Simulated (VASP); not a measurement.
A run of VASP 6.6.1 is set up as follows.

INCAR

```
ALGO     = Normal         # electronic algorithm
EDIFF    = 1E-7           # SCF threshold, eV
ENCUT    = 520            # plane-wave cutoff, eV
GGA      = PE             # functional
ISIF     = 2              # what is computed and relaxed
ISMEAR   = 0              # smearing method
LASPH    = T              # aspherical terms in the spheres
LCHARG   = T              # write CHGCAR
LELF     = T              # ELF
LREAL    = F              # projectors in reciprocal space
LVHAR    = T            
LWAVE    = F              # write WAVECAR
NELM     = 100            # most SCF steps
PREC     = Accurate       # precision mode
SIGMA    = 0.026000000000000002 # smearing width, eV
```

The input KPOINTS:

```
k-points
0
Gamma
  8 8 8
```

Contents of POSCAR:

```
InPd
1.0
    3.2718847800      0.0000000000      0.0000000000
    0.0000000000      3.2718847800      0.0000000000
    0.0000000000      0.0000000000      3.2718847800
In Pd
1 1
Direct
    0.0000000000      0.0000000000      0.0000000000
    0.5000000000      0.5000000000      0.5000000000
```

Potentials or basis: VASP PAW PBE potentials, release 64 (In_d, Pd).

The run is started by

```sh
$ cat potpaw_PBE.64/In_d/POTCAR potpaw_PBE.64/Pd/POTCAR > POTCAR
$ mpirun -np 1 vasp_std > vasp.out
```

Problem. Estimate the band gap on the k mesh.

Solution. None (metal or under the smearing width).

Problem. Predict the pressure.

Solution. 3.7 GPa.
